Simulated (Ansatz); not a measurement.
## Optical constants of AlP

Theory: Ansatz 0.2.0, DFT PBE, scalar-relativistic, plane waves, PAW. Cutoff 420 eV, 8×8×8 k-points (Γ-centred), Gaussian smearing of 0.01 eV. No spin polarisation.

Relaxed structure:
```
CELL_PARAMETERS angstrom
0.00000 2.75389 2.75389
2.75389 0.00000 2.75389
2.75389 2.75389 0.00000
ATOMIC_POSITIONS crystal
Al 0.00000 0.00000 0.00000
P 0.75000 0.75000 0.75000
```

Independent-particle response (no local fields, no excitons) on a 14×14×14 mesh, broadened by 0.1 eV. Light polarised along x. The bands above those solved add 0.01 to ε₁ at zero frequency; that share is added as a constant.

(1) Tabulate n, κ, the reflectivity and the absorption coefficient against photon energy.

(2) Where is the highest local maximum of ε₂ between 0.3 and 11 eV?

(3) How do the static value and the gaps compare?

## Answers

(1)
```tsv
E (eV)	n	κ	R	α (10⁵ cm⁻¹)
0.1	2.96	0.00	0.24	0.00
0.5	2.97	0.00	0.25	0.00
0.9	3.00	0.00	0.25	0.00
1.3	3.06	0.00	0.26	0.00
1.7	3.15	0.00	0.27	0.00
2.1	3.27	0.00	0.28	0.00
2.5	3.45	0.00	0.30	0.00
2.9	3.75	0.00	0.33	0.00
3.3	4.31	0.07	0.39	0.22
3.7	5.09	1.04	0.47	3.89
4.1	5.28	1.99	0.51	8.27
4.5	4.49	4.41	0.64	20.11
4.9	2.30	3.49	0.60	17.31
5.3	2.39	2.60	0.48	13.98
5.7	1.91	3.40	0.62	19.65
6.1	1.44	2.92	0.60	18.08
6.5	1.21	2.74	0.61	18.06
6.9	1.03	2.50	0.60	17.49
7.3	0.87	2.33	0.61	17.25
7.7	0.82	2.14	0.59	16.71
8.1	0.69	2.04	0.61	16.75
8.5	0.61	1.88	0.60	16.20
8.9	0.57	1.82	0.61	16.43
9.3	0.48	1.69	0.62	15.94
9.7	0.43	1.59	0.62	15.59
10.1	0.38	1.50	0.63	15.36
10.5	0.32	1.41	0.66	15.03
10.9	0.27	1.30	0.68	14.40
```

(2) At 4.5 eV, where ε₂ = 39.6.

(3) ε₁(0) = 8.74; on the self-consistent k mesh the Kohn–Sham gap is 1.63 eV and the least direct gap 3.09 eV.

Cost: 1 run of about 0.14 core-minutes, on AMD EPYC 9R45 (Zen 5) (shared hosts).